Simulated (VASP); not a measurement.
# BeSe (F-43m) in VASP: a series of runs

Runs on BeSe. Level: PBE. Tasks: relaxation of the atoms.

All numbers are computed with VASP 6.6.1; they aren't measurements. Logs are shortened: lines on timing, memory, paths and dates and some standing lists are left out, and cuts for length are marked.

**1. The crystal as given**

Symmetry: F-43m, No. 216, cubic system. The conventional cell has a = 5.182 Å, b = 5.182 Å, c = 5.182 Å, α = 90.00°, β = 90.00°, γ = 90.00°. Be (site symmetry -43m) is surrounded by 4 Se at 2.24 Å. Se (site symmetry -43m) is surrounded by 4 Be at 2.24 Å.

**2. Relaxation of the atoms, PBE (a relaxed cell with its volume scaled by 0.96)**

The input, INCAR:

```
ALGO = Normal ; EDIFF = 1E-7
EDIFFG = -0.01 ; ENCUT = 600
GGA = PE ; IBRION = 2
ISIF = 2 ; ISMEAR = 0
LASPH = T ; LCHARG = F
LREAL = F ; LWAVE = F
NELM = 80 ; NSW = 40
PREC = Accurate ; SIGMA = 0.03
```

The input, KPOINTS:

```
k-points
0
Gamma
  10 10 10
```

The input, POSCAR:

```
BeSe                                    
1.0
    0.0000000000      2.5557455472      2.5557455472
    2.5557455472      0.0000000000      2.5557455472
    2.5557455472      2.5557455472      0.0000000000
  Be              Se            
     1     1
Direct
     0.0000000000000000    0.0000000000000000    0.0000000000000000
     0.2500000000000000    0.2500000000000000    0.2500000000000000
```

Potentials or basis: VASP PAW PBE potentials, release 64 (Be, Se).

The run is started by

```sh
$ cat potpaw_PBE.64/Be/POTCAR potpaw_PBE.64/Se/POTCAR > POTCAR
$ mpirun -np 1 vasp_std > vasp.out
```

OUTCAR:

```text
EDIFF = 1E-7
   EDIFFG = -0.01
   ENCUT = 600
   GGA = PE
   IBRION = 2
   ISIF = 2
   ISMEAR = 0
   LASPH = T
   LREAL = F
   NELM = 80
   NSW = 40
   PREC = Accurate

 ion  position               nearest neighbor table
   1  0.000  0.000  0.000-   2 2.21   2 2.21   2 2.21   2 2.21
   2  0.250  0.250  0.250-   1 2.21   1 2.21   1 2.21   1 2.21

  LATTYP: Found a face centered cubic cell.
 ALAT       =     5.1114910944

  Lattice vectors:

 A1 = (   0.0000000000,   2.5557455472,   2.5557455472)
 A2 = (   2.5557455472,   0.0000000000,   2.5557455472)
 A3 = (   2.5557455472,   2.5557455472,   0.0000000000)

Analysis of symmetry for initial positions (statically):
=====================================================================
 Subroutine PRICEL returns:
 Original cell was already a primitive cell.

 Routine SETGRP: Setting up the symmetry group for a
 face centered cubic supercell.

 Subroutine GETGRP returns: Found 24 space group operations
 (whereof 24 operations were pure point group operations)
 out of a pool of 48 trial point group operations.

The static configuration has the point symmetry T_d .

Analysis of symmetry for dynamics (positions and initial velocities):
=====================================================================
 Subroutine PRICEL returns:
 Original cell was already a primitive cell.

 Routine SETGRP: Setting up the symmetry group for a
 face centered cubic supercell.

 Subroutine GETGRP returns: Found 24 space group operations
 (whereof 24 operations were pure point group operations)
 out of a pool of 48 trial point group operations.

The dynamic configuration has the point symmetry T_d .

 Subroutine INISYM returns: Found 24 space group operations
 (whereof 24 operations are pure point group operations),
 and found     1 'primitive' translations

----------------------------------------------------------------------------------------

                                     Primitive cell

  volume of cell :      33.3874

  direct lattice vectors                    reciprocal lattice vectors
     0.000000000  2.555745547  2.555745547    -0.195637629  0.195637629  0.195637629
     2.555745547  0.000000000  2.555745547     0.195637629 -0.195637629  0.195637629
     2.555745547  2.555745547  0.000000000     0.195637629  0.195637629 -0.195637629

  length of vectors
     3.614370015  3.614370015  3.614370015     0.338854314  0.338854314  0.338854314

  position of ions in fractional coordinates (direct lattice)
     0.000000000  0.000000000  0.000000000
     0.250000000  0.250000000  0.250000000

  ion indices of the primitive-cell ions
   primitive index   ion index
                 1           1
                 2           2

----------------------------------------------------------------------------------------

 KPOINTS: k-points

Automatic generation of k-mesh.
 Grid dimensions read from file:
 generate k-points for:   10   10   10

 Generating k-lattice:

  Cartesian coordinates                     Fractional coordinates (reciprocal lattice)
    -0.019563763  0.019563763  0.019563763     0.100000000  0.000000000  0.000000000
     0.019563763 -0.019563763  0.019563763     0.000000000  0.100000000  0.000000000
     0.019563763  0.019563763 -0.019563763     0.000000000  0.000000000  0.100000000

  Length of vectors
     0.033885431  0.033885431  0.033885431

  Shift w.r.t. Gamma in fractional coordinates (k-lattice)
     0.000000000  0.000000000  0.000000000

 Subroutine IBZKPT returns following result:
 ===========================================

 Found     47 irreducible k-points:

 Following reciprocal coordinates:
            Coordinates               Weight
  0.000000  0.000000  0.000000      1.000000
  0.100000  0.000000  0.000000      8.000000
  0.200000  0.000000  0.000000      8.000000
  0.300000  0.000000  0.000000      8.000000
  0.400000  0.000000  0.000000      8.000000
  0.500000  0.000000  0.000000      4.000000
[... 16 lines left out ...]
  0.300000  0.300000  0.000000      6.000000
  0.400000  0.300000  0.000000     24.000000
 [... further k-points ...]
   k-points           NKPTS =     47   k-points in BZ     NKDIM =     47   number of bands    NBANDS=      8
   number of dos      NEDOS =    301   number of ions     NIONS =      2
   total plane-waves  NPLWV =  27000
   dimension x,y,z NGX =    30 NGY =   30 NGZ =   30
   dimension x,y,z NGXF=    60 NGYF=   60 NGZF=   60
   ions per type =               1   1
   NGX,Y,Z   is equivalent  to a cutoff of  13.80, 13.80, 13.80 a.u.
   NGXF,Y,Z  is equivalent  to a cutoff of  27.60, 27.60, 27.60 a.u.
 SYSTEM =  unknown system
   PREC   = accura    normal or accurate (medium, high low for compatibility)
   ISTART =      0    job   : 0-new  1-cont  2-samecut
   ICHARG =      2    charge: 1-file 2-atom 10-const
   ISPIN  =      1    spin polarized calculation?
   LNONCOLLINEAR =      F non collinear calculations
   LSORBIT =      F    spin-orbit coupling
   LASPH  =      T    aspherical Exc in radial PAW
   ENCUT  =  600.0 eV  44.10 Ry    6.64 a.u.   7.22  7.22  7.22*2*pi/ulx,y,z
   NELM   =     80;   NELMIN=  2; NELMDL= -5     # of ELM steps
   EDIFF  = 0.1E-06   stopping-criterion for ELM
   LREAL  =      F    real-space projection
   EDIFFG = -.1E-01   stopping-criterion for IOM
   NSW    =     40    number of steps for IOM
   IBRION =      2    ionic relax: 0-MD 1-quasi-New 2-CG
   NFREE  =      1    steps in history (QN), initial steepest desc. (CG)
   ISIF   =      2    stress and relaxation
   ISYM   =      2    0-nonsym 1-usesym 2-fastsym
   POTIM  = 0.5000    time-step for ionic-motion
   TEBEG  =    0.0;   TEEND  =   0.0 temperature during run
   PSTRESS=    0.0 pullay stress
   NELECT =       8.0000    total number of electrons
   NUPDOWN=      -1.0000    fix difference up-down
   EMIN   =  10.00;   EMAX   =-10.00  energy-range for DOS
   EFERMI =   0.00;   METHOD = LEGACY
   ISMEAR =     0;   SIGMA  =   0.03  broadening in eV -4-tet -1-fermi 0-gaus
   EFERMI_NEDOS =   21; number of points for ismear=-14 and -15
   IALGO  =     38    algorithm
   IMIX   =      4    mixing-type and parameters
     AMIX     =   0.40;   BMIX     =  1.00
     AMIX_MAG =   1.60;   BMIX_MAG =  1.00
  volume/ion in A,a.u.               =      16.69       112.65
  Fermi-wavevector in a.u.,A,eV,Ry     =   1.016820  1.921510 14.067362  1.033922
  Thomas-Fermi vector in A             =   2.150185
   LORBIT       =      0    0 simple, 1 ext, 2 COOP (PROOUT), +10 PAW based schemes
   GGA     = PE    functional components
   LHFCALC =     F    Hartree Fock is set to
   AEXX    =    0.0000 exact exchange contribution
   IVDW    =     0    specifies the selected vdW correction
   LEPSILON=     F    determine dielectric tensor
   LRPA    =     F    only Hartree local field effects (RPA)
 conjugate gradient relaxation of ions
 non-spin polarized calculation
 Gauss-broadening in eV      SIGMA  =   0.03
  energy-cutoff  :      600.00
  volume of cell :       33.39
 maximum number of plane-waves:      1139
 NGX is ok and might be reduce to    30
   NGX = 15   NGY = 15   NGZ = 15

 number of electron       8.0000000 magnetization

 Free energy of the ion-electron system (eV)
  ---------------------------------------------------
  ext. energy  EPLUGINS =         0.00000000
  ---------------------------------------------------
  free energy    TOTEN  =        -8.84547527 eV

  energy without entropy =       -8.84547527  energy(sigma->0) =       -8.84547527

 E-fermi :   3.7438     XC(G=0):  -9.5085

 val. band max:        3.5417551375   @ k =   0.0000   0.0000   0.0000
 cond. band min:       6.1210427300   @ k =   0.5000   0.5000   0.0000
 fundamental gap:      2.5792875925
 Fermi energy:         3.7437944807

 k-point     1 :       0.0000    0.0000    0.0000
  band No.  band energies     occupation
      1     -10.3830      2.00000
      2       3.5418      2.00000
      3       3.5418      2.00000
      4       3.5418      2.00000
      5       8.0500      0.00000
      6       8.5473      0.00000
      7       8.5473      0.00000
      8       8.5473      0.00000

 k-point     2 :       0.1000    0.0000    0.0000
  band No.  band energies     occupation
      1     -10.2812      2.00000
      2       2.6100      2.00000
      3       3.3961      2.00000
      4       3.3961      2.00000
      5       8.1839      0.00000
      6       8.7888      0.00000
      7       8.7888      0.00000
      8       9.3650      0.00000

 k-point     3 :       0.2000    0.0000    0.0000
  band No.  band energies     occupation
      1      -9.9923      2.00000
      2       0.9104      2.00000
      3       3.0702      2.00000
      4       3.0702      2.00000
      5       8.1303      0.00000
      6       9.2751      0.00000
      7       9.2751      0.00000
      8      11.1437      0.00000

 k-point     4 :       0.3000    0.0000    0.0000
  band No.  band energies     occupation
      1      -9.5768      2.00000
      2      -0.6919      2.00000
      3       2.7416      2.00000
      4       2.7416      2.00000
      5       8.0393      0.00000
      6       9.5565      0.00000
      7       9.5565      0.00000
      8      12.7392      0.00000

 k-point     5 :       0.4000    0.0000    0.0000
  band No.  band energies     occupation
      1      -9.1698      2.00000
      2      -1.8532      2.00000
      3       2.5156      2.00000
      4       2.5156      2.00000
      5       7.9680      0.00000
      6       9.5521      0.00000
      7       9.5521      0.00000
      8      13.4913      0.00000

 k-point     6 :       0.5000    0.0000    0.0000
  band No.  band energies     occupation
      1      -8.9895      2.00000
      2      -2.2904      2.00000
      3       2.4364      2.00000
      4       2.4364      2.00000
      5       7.9416      0.00000
      6       9.5116      0.00000
      7       9.5116      0.00000
      8      13.6004      0.00000

 k-point     7 :       0.1000    0.1000    0.0000
  band No.  band energies     occupation
      1     -10.2472      2.00000
      2       2.7591      2.00000
      3       3.1086      2.00000
      4       3.1086      2.00000
      5       8.1240      0.00000
      6       9.0848      0.00000
      7       9.2084      0.00000
      8       9.2084      0.00000
[... 133 lines left out ...]
 k-point    20 :      -0.4000    0.2000    0.0000
  band No.  band energies     occupation
      1      -8.8015      2.00000
      2      -1.8089      2.00000
      3       0.6326      2.00000
      4       1.9772      2.00000
      5       8.2374      0.00000
      6      10.6267      0.00000
      7      10.9295      0.00000
      8      13.5581      0.00000

 k-point    21 :      -0.3000    0.2000    0.0000
  band No.  band energies     occupation
      1      -9.0510      2.00000
      2      -1.2404      2.00000
      3       0.6215      2.00000
      4       2.3634      2.00000
      5       8.6337      0.00000
      6      10.5093      0.00000
      7      10.5986      0.00000
      8      12.5271      0.00000

 k-point    22 :      -0.2000    0.2000    0.0000
  band No.  band energies     occupation
      1      -9.4356      2.00000
      2      -0.3768      2.00000
      3       1.0881      2.00000
      4       2.8027      2.00000
      5       8.9329      0.00000
      6       9.8870      0.00000
      7      10.3246      0.00000
      8      11.4698      0.00000

 k-point    23 :       0.3000    0.3000    0.0000
  band No.  band energies     occupation
      1      -9.3059      2.00000
      2      -0.1241      2.00000
      3       1.4941      2.00000
      4       1.4941      2.00000
      5       6.9624      0.00000
      6       8.7891      0.00000
      7      12.5495      0.00000
      8      12.5495      0.00000

 k-point    24 :       0.4000    0.3000    0.0000
  band No.  band energies     occupation
      1      -8.9845      2.00000
      2      -0.8232      2.00000
      3       0.9979      2.00000
      4       1.2693      2.00000
      5       6.9757      0.00000
      6       8.6880      0.00000
      7      12.8914      0.00000
      8      13.1185      0.00000

 [... further k-points ...]

------------------------ aborting loop because EDIFF is reached ----------------------------------------

  FORCE on cell =-STRESS in cart. coord.  units (eV):
  Direction    XX          YY          ZZ          XY          YZ          ZX
  --------------------------------------------------------------------------------------
  -------------------------------------------------------------------------------------
  Total        0.6963115      0.6963115      0.6963115      0.0000000     -0.0000000     -0.0000000
  in kB       33.4142171     33.4142171     33.4142171      0.0000000     -0.0000000     -0.0000000
  external PRESSURE =      33.4142171 kB  Pullay stress =       0.0000000 kB

 VOLUME and BASIS-vectors are now :
 -----------------------------------------------------------------------------
  energy-cutoff  :      600.00
  volume of cell :       33.39
      direct lattice vectors                 reciprocal lattice vectors
     0.000000000  2.555745547  2.555745547    -0.195637629  0.195637629  0.195637629
     2.555745547  0.000000000  2.555745547     0.195637629 -0.195637629  0.195637629
     2.555745547  2.555745547  0.000000000     0.195637629  0.195637629 -0.195637629

 POSITION                                       TOTAL-FORCE (eV/Angst)
 -----------------------------------------------------------------------------------
      0.00000      0.00000      0.00000        -0.000000     -0.000000     -0.000000
      1.27787      1.27787      1.27787         0.000000      0.000000      0.000000
 -----------------------------------------------------------------------------------
    total drift:                                0.000000      0.000000      0.000000

  FREE ENERGIE OF THE ION-ELECTRON SYSTEM (eV)
  ---------------------------------------------------
  free  energy   TOTEN  =        -8.8454752669 eV

  energy  without entropy=       -8.8454752669  energy(sigma->0) =       -8.84547527

 reached required accuracy - stopping structural energy minimisation
```

Run time: 8.5 s. Hardware: 1 thread of Intel Xeon 6975P-C (Granite Rapids), shared host; peak memory 0.17 GiB.

Results:

| Property | Result |
| --- | --- |
| Free energy | -8.8455 eV |
| Pressure after relaxing | 3.3 GPa |
| Band gap on the k mesh | 2.58 eV, indirect (least direct gap 4.51 eV) |

Final structure:
```cif
data_structure
_symmetry_space_group_name_H-M 'P 1'
_symmetry_Int_Tables_number 1
_cell_length_a 3.6144
_cell_length_b 3.6144
_cell_length_c 3.6144
_cell_angle_alpha 60.000
_cell_angle_beta 60.000
_cell_angle_gamma 60.000
_cell_volume 33.39
loop_
_atom_site_label
_atom_site_type_symbol
_atom_site_fract_x
_atom_site_fract_y
_atom_site_fract_z
_atom_site_occupancy
Be1 Be 0.00000 0.00000 0.00000 1
Se1 Se 0.25000 0.25000 0.25000 1
```

Caveat: the relaxation stopped at its first step, so nothing moved. A k mesh can miss the band edges.

(Continued in part 2 of 2.)
